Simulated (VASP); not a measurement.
# C2F in VASP: notebook

Runs on C2F. Level: PBE+D3(BJ). Tasks: single point.

All numbers are computed with VASP 6.6.1; they aren't measurements. Logs are shortened: lines on timing, memory, paths and dates and some standing lists are left out, and cuts for length are marked.

## (1) The structure

The cell holds a sheet with vacuum, 6 atoms: a = 2.433 Å, b = 2.433 Å, c = 41.217 Å, α = 90.00°, β = 90.00°, γ = 120.00°.

The cell was built by a generator and needn't be a form met in nature.

## (2) Single point, PBE+D3(BJ)

Contents of INCAR:

```
PREC = Accurate ; ENCUT = 520
EDIFF = 1E-7 ; ISMEAR = 0
SIGMA = 0.1 ; LREAL = False
LASPH = True ; NELM = 80
ALGO = Fast ; ISIF = 2
LWAVE = False ; LCHARG = False
LDIPOL = True ; IDIPOL = 3
DIPOL = 0.5 0.5 0.243 ; GGA = PE
IVDW = 12 ; NBANDS = 24
```

Contents of KPOINTS:

```
regular mesh
0
Gamma
  18 18 1
```

Contents of POSCAR:

```
C2F
1.0
    2.4332549467      0.0000000000      0.0000000000
   -1.2166274734      2.1072605977      0.0000000000
    0.0000000000      0.0000000000     41.2172046339
C F
4 2
Direct
    0.3333333333      0.6666666667      0.2426191292
    0.6666666667      0.3333333333      0.1351129946
    0.6666666667      0.3333333333      0.3501212705
    0.0000000000      1.0000000000      0.2426151359
    0.0000000000      1.0000000000      0.1675773184
    0.3333333333      0.6666666667      0.3176569467
```

Potentials or basis: VASP PAW PBE potentials, release 64 (C, F).

Run with:

```
$ cat potpaw_PBE.64/C/POTCAR potpaw_PBE.64/F/POTCAR > POTCAR
$ mpirun -np 1 vasp_std > vasp.out
```

OUTCAR:

```text
PREC = Accurate
   ENCUT = 520
   EDIFF = 1E-7
   ISMEAR = 0
   LREAL = False
   LASPH = True
   NELM = 80
   ISIF = 2
   GGA = PE
   IVDW = 12
 IVDW          = 12

 ion  position               nearest neighbor table
   1  0.333  0.667  0.243-   4 1.40   4 1.40   4 1.40
   2  0.667  0.333  0.135-   5 1.94   5 1.94   5 1.94
   3  0.667  0.333  0.350-   6 1.94   6 1.94   6 1.94
   4  0.000  0.000  0.243-   1 1.40   1 1.40   1 1.40
   5  0.000  0.000  0.168-   2 1.94   2 1.94   2 1.94
   6  0.333  0.667  0.318-   3 1.94   3 1.94   3 1.94

  LATTYP: Found a hexagonal cell.
 ALAT       =     2.4332549467
 C/A-ratio  =    16.9391229184

  Lattice vectors:

 A1 = (   2.4332549467,   0.0000000000,   0.0000000000)
 A2 = (  -1.2166274734,   2.1072605977,   0.0000000000)
 A3 = (   0.0000000000,   0.0000000000,  41.2172046339)

Analysis of symmetry for initial positions (statically):
=====================================================================
 Subroutine PRICEL returns:
 Original cell was already a primitive cell.

 Routine SETGRP: Setting up the symmetry group for a
 hexagonal supercell.

 Subroutine GETGRP returns: Found 12 space group operations
 (whereof  6 operations were pure point group operations)
 out of a pool of 24 trial point group operations.

The static configuration has the point symmetry C_3v.
 The point group associated with its full space group is D_3d.

Analysis of symmetry for dynamics (positions and initial velocities):
=====================================================================
 Subroutine PRICEL returns:
 Original cell was already a primitive cell.

 Routine SETGRP: Setting up the symmetry group for a
 hexagonal supercell.

 Subroutine GETGRP returns: Found 12 space group operations
 (whereof  6 operations were pure point group operations)
 out of a pool of 24 trial point group operations.

The dynamic configuration has the point symmetry C_3v.
 The point group associated with its full space group is D_3d.

 Subroutine INISYM returns: Found 12 space group operations
 (whereof  6 operations are pure point group operations),
 and found     1 'primitive' translations

----------------------------------------------------------------------------------------

                                     Primitive cell

  volume of cell :     211.3413

  direct lattice vectors                    reciprocal lattice vectors
     2.433254947  0.000000000  0.000000000     0.410972143  0.237274877  0.000000000
    -1.216627473  2.107260598  0.000000000     0.000000000  0.474549755  0.000000000
     0.000000000  0.000000000 41.217204634     0.000000000  0.000000000  0.024261713

  length of vectors
     2.433254947  2.433254947 41.217204634     0.474549755  0.474549755  0.024261713

  position of ions in fractional coordinates (direct lattice)
     0.333333333  0.666666667  0.242619129
     0.666666667  0.333333333  0.135112995
     0.666666667  0.333333333  0.350121270
     0.000000000  0.000000000  0.242615136
     0.000000000  0.000000000  0.167577318
     0.333333333  0.666666667  0.317656947

  ion indices of the primitive-cell ions
   primitive index   ion index
                 1           1
                 2           2
                 3           3
                 4           4
                 5           5
                 6           6

----------------------------------------------------------------------------------------

 KPOINTS: regular mesh

Automatic generation of k-mesh.
 Grid dimensions read from file:
 generate k-points for:   18   18    1

 Generating k-lattice:

  Cartesian coordinates                     Fractional coordinates (reciprocal lattice)
     0.022831786  0.013181938  0.000000000     0.055555556  0.000000000  0.000000000
     0.000000000  0.026363875  0.000000000     0.000000000  0.055555556  0.000000000
     0.000000000  0.000000000  0.024261713     0.000000000  0.000000000  1.000000000

  Length of vectors
     0.026363875  0.026363875  0.024261713

  Shift w.r.t. Gamma in fractional coordinates (k-lattice)
     0.000000000  0.000000000  0.000000000

 Subroutine IBZKPT returns following result:
 ===========================================

 Found     37 irreducible k-points:

 Following reciprocal coordinates:
            Coordinates               Weight
  0.000000  0.000000  0.000000      1.000000
  0.055556  0.000000  0.000000      6.000000
  0.111111  0.000000  0.000000      6.000000
  0.166667  0.000000  0.000000      6.000000
  0.222222 -0.000000  0.000000      6.000000
  0.277778  0.000000  0.000000      6.000000
[... 16 lines left out ...]
  0.333333  0.111111  0.000000     12.000000
  0.388889  0.111111  0.000000     12.000000
 [... further k-points ...]
   k-points           NKPTS =     37   k-points in BZ     NKDIM =     37   number of bands    NBANDS=     24
   number of dos      NEDOS =    301   number of ions     NIONS =      6
   total plane-waves  NPLWV = 103680
   dimension x,y,z NGX =    18 NGY =   18 NGZ =  320
   dimension x,y,z NGXF=    36 NGYF=   36 NGZF=  640
   ions per type =               4   2
   NGX,Y,Z   is equivalent  to a cutoff of  12.30, 12.30, 12.91 a.u.
   NGXF,Y,Z  is equivalent  to a cutoff of  24.60, 24.60, 25.81 a.u.
 SYSTEM =  unknown system
   PREC   = accura    normal or accurate (medium, high low for compatibility)
   ISTART =      0    job   : 0-new  1-cont  2-samecut
   ICHARG =      2    charge: 1-file 2-atom 10-const
   ISPIN  =      1    spin polarized calculation?
   LNONCOLLINEAR =      F non collinear calculations
   LSORBIT =      F    spin-orbit coupling
   LASPH  =      T    aspherical Exc in radial PAW
   ENCUT  =  520.0 eV  38.22 Ry    6.18 a.u.   4.52  4.52 76.64*2*pi/ulx,y,z
   NELM   =     80;   NELMIN=  2; NELMDL= -5     # of ELM steps
   EDIFF  = 0.1E-06   stopping-criterion for ELM
   LREAL  =      F    real-space projection
   EDIFFG = 0.1E-05   stopping-criterion for IOM
   NSW    =      0    number of steps for IOM
   IBRION =     -1    ionic relax: 0-MD 1-quasi-New 2-CG
   NFREE  =      0    steps in history (QN), initial steepest desc. (CG)
   ISIF   =      2    stress and relaxation
   ISYM   =      2    0-nonsym 1-usesym 2-fastsym
   POTIM  = 0.5000    time-step for ionic-motion
   TEBEG  =    0.0;   TEEND  =   0.0 temperature during run
   PSTRESS=    0.0 pullay stress
   NELECT =      30.0000    total number of electrons
   NUPDOWN=      -1.0000    fix difference up-down
   EMIN   =  10.00;   EMAX   =-10.00  energy-range for DOS
   EFERMI =   0.00;   METHOD = LEGACY
   ISMEAR =     0;   SIGMA  =   0.10  broadening in eV -4-tet -1-fermi 0-gaus
   EFERMI_NEDOS =   21; number of points for ismear=-14 and -15
   IALGO  =     68    algorithm
   IMIX   =      4    mixing-type and parameters
     AMIX     =   0.40;   BMIX     =  1.00
     AMIX_MAG =   1.60;   BMIX_MAG =  1.00
  volume/ion in A,a.u.               =      35.22       237.70
  Fermi-wavevector in a.u.,A,eV,Ry     =   0.853992  1.613811  9.922760  0.729302
  Thomas-Fermi vector in A             =   1.970520
   LORBIT       =      0    0 simple, 1 ext, 2 COOP (PROOUT), +10 PAW based schemes
   GGA     = PE    functional components
   LHFCALC =     F    Hartree Fock is set to
   AEXX    =    0.0000 exact exchange contribution
   IVDW    =    12    specifies the selected vdW correction
   LEPSILON=     F    determine dielectric tensor
   LRPA    =     F    only Hartree local field effects (RPA)
 non-spin polarized calculation
 RMM-DIIS sequential band-by-band and
 Gauss-broadening in eV      SIGMA  =   0.10
  energy-cutoff  :      520.00
  volume of cell :      211.34
 maximum number of plane-waves:      5784
   NGX =  9   NGY =  9   NGZ =153

 dipolmoment           0.000000      0.000000     -0.000000 electrons x Angstroem

 number of electron      30.0000021 magnetization

 dipolmoment           0.000000      0.000000      0.000000 electrons x Angstroem

 Free energy of the ion-electron system (eV)
  ---------------------------------------------------
  ext. energy  EPLUGINS =         0.00000000
  ---------------------------------------------------
  free energy    TOTEN  =       -32.29607310 eV

  energy without entropy =      -32.29006366  energy(sigma->0) =      -32.29306838

 E-fermi :  -3.1933     XC(G=0):  -3.1164

 val. band max:       -3.1979726467   @ k =   0.3333   0.0000   0.0000
 cond. band min:      -3.1729045348   @ k =   0.3333   0.0000   0.0000
 fundamental gap:      0.0250681119
 Fermi energy:        -3.1932921979

 k-point     1 :       0.0000    0.0000    0.0000
  band No.  band energies     occupation
      1     -27.8382      2.00000
      2     -27.8377      2.00000
      3     -22.0641      2.00000
      4     -15.3655      2.00000
      5     -15.3590      2.00000
      6     -10.0746      2.00000
[... 16 lines left out ...]
     23       4.3629      0.00000
     24       6.3318      0.00000

 k-point     2 :       0.0556    0.0000    0.0000
  band No.  band energies     occupation
      1     -27.7994      2.00000
      2     -27.7990      2.00000
      3     -21.9896      2.00000
      4     -15.3036      2.00000
      5     -15.2973      2.00000
      6      -9.9880      2.00000
[... 16 lines left out ...]
     23       4.4700      0.00000
     24       6.4433      0.00000

 k-point     3 :       0.1111    0.0000    0.0000
  band No.  band energies     occupation
      1     -27.6860      2.00000
      2     -27.6857      2.00000
      3     -21.7664      2.00000
      4     -15.1207      2.00000
      5     -15.1149      2.00000
      6      -9.7307      2.00000
[... 16 lines left out ...]
     23       4.6495      0.00000
     24       6.4643      0.00000
[... 514 lines left out ...]
 k-point    23 :       0.3333    0.1111    0.0000
  band No.  band energies     occupation
      1     -26.4944      2.00000
      2     -26.4943      2.00000
      3     -18.2865      2.00000
      4     -13.3070      2.00000
      5     -13.0105      2.00000
      6     -13.0063      2.00000
[... 16 lines left out ...]
     23       7.1008      0.00000
     24       8.4772      0.00000

 k-point    24 :       0.3889    0.1111    0.0000
  band No.  band energies     occupation
      1     -26.3543      2.00000
      2     -26.3542      2.00000
      3     -17.2640      2.00000
      4     -14.6312      2.00000
      5     -12.7792      2.00000
      6     -12.7782      2.00000
[... 16 lines left out ...]
     23       8.4548      0.00000
     24       9.6112      0.00000

 [... further k-points ...]

------------------------ aborting loop because EDIFF is reached ----------------------------------------

 vacuum level on the upper side and lower side of the slab       (xc-potential included)        -0.046        -0.046

 Edisp (eV)   -0.61828

 E8    (eV) :    -0.1705

  FORCE on cell =-STRESS in cart. coord.  units (eV):
  Direction    XX          YY          ZZ          XY          YZ          ZX
  --------------------------------------------------------------------------------------
  -------------------------------------------------------------------------------------
  Total       0.04843     0.04843    -0.05188    -0.00000     0.00000     0.00000
  in kB       0.36713     0.36713    -0.39330    -0.00000     0.00000     0.00000
  external pressure =        0.11 kB  Pullay stress =        0.00 kB

 VOLUME and BASIS-vectors are now :
 -----------------------------------------------------------------------------
  energy-cutoff  :      520.00
  volume of cell :      211.34
      direct lattice vectors                 reciprocal lattice vectors
     2.433254947  0.000000000  0.000000000     0.410972143  0.237274877  0.000000000
    -1.216627473  2.107260598  0.000000000     0.000000000  0.474549755  0.000000000
     0.000000000  0.000000000 41.217204634     0.000000000  0.000000000  0.024261713

 POSITION                                       TOTAL-FORCE (eV/Angst)
 -----------------------------------------------------------------------------------
     -0.00000      1.40484     10.00008         0.000000     -0.000000      0.000183
      1.21663      0.70242      5.56898         0.000000      0.000000     -0.023716
      1.21663      0.70242     14.43102         0.000000      0.000000      0.023716
      0.00000      0.00000      9.99992        -0.000000      0.000000     -0.000183
      0.00000      0.00000      6.90707         0.000000      0.000000      0.024259
     -0.00000      1.40484     13.09293         0.000000      0.000000     -0.024259
 -----------------------------------------------------------------------------------
    total drift:                                0.000001      0.000001      0.000154

  FREE ENERGIE OF THE ION-ELECTRON SYSTEM (eV)
  ---------------------------------------------------
  free  energy   TOTEN  =       -32.9143514874 eV

  energy  without entropy=      -32.9083420498  energy(sigma->0) =      -32.91134677

 vacuum level on the upper side and lower side of the slab         2.119         2.119
```

It took 7.8 min on 1 thread of Intel Xeon Platinum 8259CL at 2.50GHz (Skylake/Cascade Lake), shared host; peak memory 0.39 GiB.

What came out:

* Free energy: -32.9144 eV
* Largest force: 0.024 eV/Å
* Band gap on the k mesh: none (metal or under the smearing width)
* Dispersion energy per atom: -0.103 eV

Forces on the atoms (eV/Å):
```
C    0.000  0.000  0.000
C    0.000  0.000 -0.024
C    0.000  0.000  0.024
C    0.000  0.000  0.000
F    0.000  0.000  0.024
F    0.000  0.000 -0.024
```

[end of part 1 of 2]
